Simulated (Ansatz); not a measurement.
MgSe: levels along high-symmetry lines

```yaml
crystal:
  lattice:
    - [0.00000, 2.75410, 2.75410]
    - [2.75410, 0.00000, 2.75410]
    - [2.75410, 2.75410, 0.00000]
  atoms:
    - { symbol: Mg, position: [0.00000, 0.00000, 0.00000] }
    - { symbol: Se, position: [0.50000, 0.50000, 0.50000] }
```

Atom numbers follow the list: Mg1, Se2.

The structure comes from a relaxation in the same program, started in the rocksalt type, and has space group Fm-3m. Whether it is a known phase or the ground state wasn't checked.

Method: Ansatz 0.2.0, DFT, PBE, all-electron LAPW, scalar-relativistic.

The runs use a Γ-centred 11×11×11 k mesh, Fermi–Dirac smearing of 0.03 eV, basis error target 0.25 meV/atom, no spin polarisation.

Points in fractions of the reciprocal vectors of this cell: Γ (0, 0, 0), X (0.5, 0, 0.5), U (0.625, 0.25, 0.625), K (0.375, 0.375, 0.75), L (0.5, 0.5, 0.5), W (0.5, 0.25, 0.75). The path joins them by straight lines in the order Γ–X–U–K–Γ–L–W–X; legs that retrace an earlier one aren't tabulated. Energies are in eV from the top of the valence band.

Is there a gap, and where are the band edges?

1.77 eV, indirect from Γ to X (0.5, 0, 0.5).

List the levels between -5 and 5 eV at the symmetry points.


Γ: 0.00 (×3), 2.40
X: -4.09, -1.71 (×2), 1.77, 4.06
U: -3.61, -3.21, -1.37, 3.02
K: -3.61, -3.21, -1.37, 3.02
L: -4.78, -0.55 (×2), 3.80
W: -3.17 (×2), -2.46, 4.43
